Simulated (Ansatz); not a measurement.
Theory: Ansatz, DFT PBE, scalar-relativistic, plane waves, PAW. Settings: cutoff 420 eV, Γ-centred meshes spaced at most about 0.3 Å⁻¹, and about 0.25 Å⁻¹ or finer for metals (2π included), Gaussian smearing. Spin is collinear in cells that carry moments; the others ran without spin or lost their moments.

Each guess is relaxed in cell and atoms at zero pressure, on a coarse mesh first where it starts far from rest and then on a converged one. The steps can't lower the symmetry of the start, but it can rise. Energies are static (0 K, no zero-point motion).

Two unrelaxed guesses for TiSi6:

A.

Space group Pm-3m (No. 221). a = 4.610 Å, b = 4.610 Å, c = 4.610 Å, α = 90.00°, β = 90.00°, γ = 90.00°
```json
{"atom": "Ti", "site": "1a", "symmetry": "m-3m", "x": "0.0000", "y": "0.0000", "z": "0.0000"}
{"atom": "Si", "site": "6f", "symmetry": "4m.m", "x": "0.1975", "y": "0.5000", "z": "0.5000"}
```

B.

Space group P6/mmm (No. 191). a = 4.881 Å, b = 4.881 Å, c = 4.136 Å, α = 90.00°, β = 90.00°, γ = 120.00°
```json
{"atom": "Ti", "site": "1a", "symmetry": "6/mmm", "x": "0.0000", "y": "0.0000", "z": "0.0000"}
{"atom": "Si", "site": "6k", "symmetry": "m2m", "x": "0.0000", "y": "0.3336", "z": "0.5000"}
```

Question: Do they relax into the same structure? If not, which is lower?

Answer: No. B ends lower, by 1.16 eV/atom. A: Pm-3m at 14.0 Å³/atom → Pm-3m at 28.3 Å³/atom; B: P6/mmm at 12.2 Å³/atom → P6/mmm at 17.3 Å³/atom. Counting Si atoms around Ti (those within 1.25 times the shortest such distance or 1.15 times the sum of covalent radii, 1.27 where that leaves under three; the shortest distance is added where it exceeds 1.18 times the sum of covalent radii), the end of A has Ti 24 from 4.3 Å and the end of B has Ti 12. The end of A holds Si–Si bonds in all directions (shortest 2.32 Å); the end of B holds Si–Si nets (shortest 2.37 Å). End of A. Conventional cell: a = 5.827 Å. Around Ti lie 24 Si at 4.28 Å (long against the sum of covalent radii); Si has 1 Si at 2.32 Å, 4 Si at 2.48 Å, 1 Si at 3.51 Å and 4 Ti at 4.28 Å. End of B. Conventional cell: a = 7.236 Å, c = 2.668 Å. Ti is surrounded by 2 Ti at 2.67 Å and 12 Si at 2.77 Å; around Si lie 3 Si at 2.37–2.43 Å, 2 Si at 2.67 Å and 2 Ti at 2.77 Å.

Ends held by symmetry can be saddle points. Even the lowest of the cells shown lies +0.14 eV/atom against the elements. Another magnetic order may lie lower. Some types were kept out of the candidates beforehand, so the set may lack a known form.
